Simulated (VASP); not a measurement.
The system is InPd.

```xyz
2
Lattice="0.0000 2.7461 2.7461 2.7461 0.0000 2.7461 2.7461 2.7461 0.0000" Properties=species:S:1:pos:R:3 pbc="T T T"
In    0.0000    0.0000    0.0000
Pd    2.7461    2.7461    2.7461
```

The cell was built by a generator and needn't be a form met in nature.

```yaml
Program: VASP 6.6.1
Task: relaxation of cell and atoms
Functional: r2SCAN
Dispersion: rVV10
Potentials_or_basis: VASP PAW PBE potentials, release 64 (In_d, Pd)
Cutoff: 600 eV
k_mesh: 8 × 8 × 8
Occupations: fermi-dirac, width 0.05 eV
Spin: no spin polarisation
```

At the start: pressure -3.8 GPa; volume 20.71 Å³/atom.

Q: Where does the relaxation end?

A: Over 3 steps the energy falls by 10.3 meV/atom and the volume is 19.88 Å³/atom (-4.0 %); space group Fm-3m (No. 225, to 0.05 Å).

The path:
```
step  energy change (eV)  largest force (eV/Å)  pressure (GPa)  volume (Å³)
   1              0.0000                0.0000           -3.80        41.42
   2             -0.0078                0.0000            3.50        38.54
   3             -0.0207                0.0000            0.00        39.76
```

Final structure:
```
In Pd
1.0
     0.00000    2.70892    2.70892
     2.70892    0.00000    2.70892
     2.70892    2.70892    0.00000
In Pd
1 1
Direct
  0.00000 0.00000 0.00000
  0.50000 0.50000 0.50000
```

Caveat: the PAW data sets were made with another functional, which shifts forces and pressure a little.
